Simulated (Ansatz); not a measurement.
**TaSi₂: how the axes shrink under pressure**

TaSi₂, P6_422, a = 4.761 Å, c = 6.556 Å. The structure is a COD entry; whether it is the stable form wasn't checked. Ansatz: PBEsol, PAW, 420 eV, Γ-centred 12×12×6 mesh on 9 atoms, Gaussian smearing 0.10 eV; no spin polarisation. Cell and atoms are relaxed at each pressure, and no other structure is tried, so the rows at high pressure may lie past a change of phase. y = 100 ln(c/c0) with c0 = 6.5561 Å, so nearly a change in per cent. The pressures are the targets, met within 0.02 GPa.

```
P (GPa) y  100 ln(a/a0)
   -2.0      ?             ?
    0.0   0.00          0.00
    2.0  -0.27         -0.37
    5.0  -0.64         -0.90
   10.0  -1.23         -1.71
   20.0  -2.29         -3.13
```

Task: Fit y = c1 P + c2 P² to the other rows, give the linear compressibility along c, and predict the missing y.

Result: Least squares on the rows shown. y = −0.1323 P + 0.0008922 P². The linear compressibility along c is −c1/100 = 1.32 per TPa, against 1.86 along a from the same fit to the last column (its missing entry is 0.39): the crystal is softer along a at low pressure. At P = -2.0 the fit asked for gives 0.27. The run gave 0.27, the same to the digits shown.

Spin–orbit coupling is left out, which can shift energies with elements as heavy as these.